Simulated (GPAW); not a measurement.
Ti:

```
Ti
1.0
    -1.64100    1.64100    1.64100
     1.64100   -1.64100    1.64100
     1.64100    1.64100   -1.64100
Ti
1
Direct
  0.00000 0.00000 0.00000
```

This isn't the form of Ti at room conditions, which is hcp.

- Program: GPAW 26.7.0
- Task: relaxation of cell and atoms
- Functional: PBEsol
- Dispersion: D4
- Potentials or basis: PAW data sets generated in the run's folder for this functional
- Cutoff: 600 eV
- Basis: pw
- k mesh: 11 × 11 × 11
- Occupations: fermi-dirac, width 0.05 eV
- Spin: no spin polarisation

At the start: pressure -8.2 GPa; volume 17.68 Å³/atom.

Where does the relaxation end?

Over 4 steps the energy falls by 31.6 meV/atom and the volume is 16.30 Å³/atom (-7.8 %); space group Im-3m (No. 229, to 0.05 Å).

Step by step:
```
step  energy change (eV)  largest force (eV/Å)  pressure (GPa)  volume (Å³)
   1              0.0000                0.0000           -8.23        17.68
   2             -0.0244                0.0000           -4.58        17.00
   3             -0.0314                0.0000            0.33        16.26
   4             -0.0316                0.0000           -0.01        16.30
```

Final structure:
```
Ti
1.0
    -1.59736    1.59736    1.59736
     1.59736   -1.59736    1.59736
     1.59736    1.59736   -1.59736
Ti
1
Cartesian
  0.0000 0.0000 0.0000
```

Caveat: later steps reuse the first step's grids; pairwise dispersion overbinds metals, which lowers pressure and volume.
